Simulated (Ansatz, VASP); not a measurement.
## One calculation of SiO2 (kl), two programs

```
Si O
1.0
     4.18650    0.00000    0.00000
     0.00000    4.18650    0.00000
     0.00000    0.00000    2.66840
Si O
2 4
Direct
  0.00000 0.00000 0.00000
  0.50000 0.50000 0.50000
  0.30590 0.30590 0.00000
  0.19410 0.80590 0.50000
  0.69410 0.69410 0.00000
  0.80590 0.19410 0.50000
```

Alike in both runs: task single point; functional LDA; k mesh 4 × 4 × 6; occupations gaussian, width 0.1 eV; no spin polarisation.

|  | VASP | Ansatz |
| --- | --- | --- |
| version | VASP 6.6.1 | Ansatz 0.2.0 |
| potentials or method | VASP PAW LDA potentials, release 64 (Si, O) | scalar-relativistic, plane waves, PAW |
| plane-wave cutoff (eV) | 520 | 420 |
| valence electrons in the cell | 32 | 32 |

```tsv
	VASP	Ansatz	Ansatz less VASP
gap on the k mesh at the Fermi level (eV)	5.53	5.52	-0.001
least direct gap on the mesh (eV)	5.53	5.52	-0.001
pressure (GPa)	-4.4	-5.4	-1.04
largest component of the traceless stress (GPa)	1.25	0.60	-0.641
rms of the force components (eV/Å)	0.022	0.039	+0.0170
```

Atom by atom the forces differ by 0.017 eV/Å (rms over components). Ansatz warned: «pseudo_functional_mismatch».

LDA gaps usually lie below the measured ones, often by a third to a half.
